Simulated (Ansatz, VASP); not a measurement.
# Cu3HO in VASP and in Ansatz

The input INCAR:

```
SYSTEM = Cu3HO
ALGO     = Normal         ! electronic algorithm
EDIFF    = 1E-7           ! SCF threshold, eV
ENCUT    = 520            ! plane-wave cutoff, eV
ISIF     = 2              ! what is computed and relaxed
ISMEAR   = 0              ! smearing method
LASPH    = .TRUE.         ! aspherical terms in the spheres
LCHARG   = .FALSE.        ! write CHGCAR
LREAL    = .FALSE.        ! projectors in reciprocal space
LWAVE    = .FALSE.        ! write WAVECAR
NBANDS   = 28             ! bands
NELM     = 100            ! most SCF steps
PREC     = Accurate       ! precision mode
SIGMA    = 0.05           ! smearing width, eV
```

File KPOINTS:

```
k-points
0
G
  6 6 6
  0 0 0
```

The input POSCAR:

```
Cu3HO
1.0
    3.5194861382      0.0000000000      0.0000000000
    0.0000000000      3.5194861382      0.0000000000
    0.0000000000      0.0000000000      3.5194861382
O H Cu
1 1 3
Direct
    0.0000000000      0.0000000000      0.0000000000
    0.5000000000      0.5000000000      0.5000000000
    0.5000000000      0.5000000000      0.0000000000
    0.5000000000      0.0000000000      0.5000000000
    0.0000000000      0.5000000000      0.5000000000
```

Input for Ansatz:

```yaml
crystal:
  lattice:
    - [3.5194861382, 0.0, 0.0]
    - [0.0, 3.5194861382, 0.0]
    - [0.0, 0.0, 3.5194861382]
  atoms:
    - { symbol: O, position: [0.0, 0.0, 0.0] }
    - { symbol: H, position: [0.5, 0.5, 0.5] }
    - { symbol: Cu, position: [0.5, 0.5, 0.0] }
    - { symbol: Cu, position: [0.5, 0.0, 0.5] }
    - { symbol: Cu, position: [0.0, 0.5, 0.5] }
basis:
  ecutwfc: 420
kpoints:
  mp_grid: { grid: [6, 6, 6] }
hamiltonian:
  xc: lda
scf:
  occupations: { method: gaussian, width: 0.05 }
output:
  forces: true
  stress: true
  eigenvalues: true
```

The cell comes from a database or a generator and needn't be the stable form of this composition.

Alike in both runs: task single point; functional LDA; k mesh 6 × 6 × 6; occupations gaussian, width 0.05 eV; no spin polarisation.

|  | VASP | Ansatz |
| --- | --- | --- |
| version | VASP 6.6.1 | Ansatz 0.2.0 |
| potentials or method | VASP PAW LDA potentials, release 64 (O, H, Cu) | scalar-relativistic, plane waves, PAW |
| plane-wave cutoff (eV) | 520 | 420 |
| valence electrons in the cell | 40 | 64 |

```tsv
	VASP	Ansatz	Ansatz less VASP
gap on the k mesh at the Fermi level (eV)	0.10	0.11	+0.001
least direct gap on the mesh (eV)	0.21	0.23	+0.022
pressure (GPa)	0.4	-0.1	-0.50
```

The two sets of potentials don't hold the same shells in valence.

A k mesh can miss the band edges. As with any semilocal functional, this LDA gap is likely too small.
